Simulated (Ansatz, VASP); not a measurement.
Two plane-wave programs on Cu

Contents of INCAR:

```
SYSTEM = Cu
  PREC = Accurate
  ENCUT = 520
  EDIFF = 1E-6
  ISMEAR = -1
  SIGMA = 0.1
  LREAL = .False.
  LASPH = .True.
  NELM = 80
  ALGO = Normal
  ISIF = 2
  LWAVE = .False.
  LCHARG = .False.
  GGA = RP
  NBANDS = 12
```

File KPOINTS:

```
regular mesh
0
Gamma
  14 14 14
  0 0 0
```

The input POSCAR:

```
Cu
1.0
    2.4061309844      0.0000000000      0.0000000000
    0.0000000000      2.4061309844      0.0000000000
    0.0000000000      0.0000000000      2.4061309844
Cu
1
Direct
    0.0000000000      0.0000000000      0.0000000000
```

Input for Ansatz:

```yaml
crystal:
  lattice:
    - [2.4061309844, 0.0, 0.0]
    - [0.0, 2.4061309844, 0.0]
    - [0.0, 0.0, 2.4061309844]
  atoms:
    - { symbol: Cu, position: [0.0, 0.0, 0.0] }
hamiltonian:
  xc: rpbe
  pseudopotentials:
    kind: paw
    azcp:
      Cu: "pseudopotentials/Cu.paw.azcp"
basis:
  ecutwfc: 420
  fft_grid_basis: typed
kpoints:
  mp_grid: { grid: [14, 14, 14], shift: [0, 0, 0] }
magnetization:
  spin_polarized: false
scf:
  occupations: { method: fermi_dirac, width: 0.1 }
  lower_state_search: "off"
output:
  stress: true
```

Alike in both runs: task single point; functional RPBE; k mesh 14 × 14 × 14; occupations fermi-dirac, width 0.1 eV; no spin polarisation.

|  | VASP | Ansatz |
| --- | --- | --- |
| version | VASP 6.6.1 | Ansatz 0.2.0 |
| potentials or method | VASP PAW PBE potentials, release 64 (Cu) | plane waves (420 eV) with PAW, scalar-relativistic |
| plane-wave cutoff (eV) | 520 | 420 |
| valence electrons in the cell | 11 | 19 |

VASP gave:

```
pressure (GPa) : 4.6
```

Question: What did Ansatz give for the same quantities?

Answer: Pressure (GPa): 4.0.

The two sets of potentials don't hold the same shells in valence.

Caveats: the PAW data sets were made with another functional, which shifts forces and pressure a little (VASP).
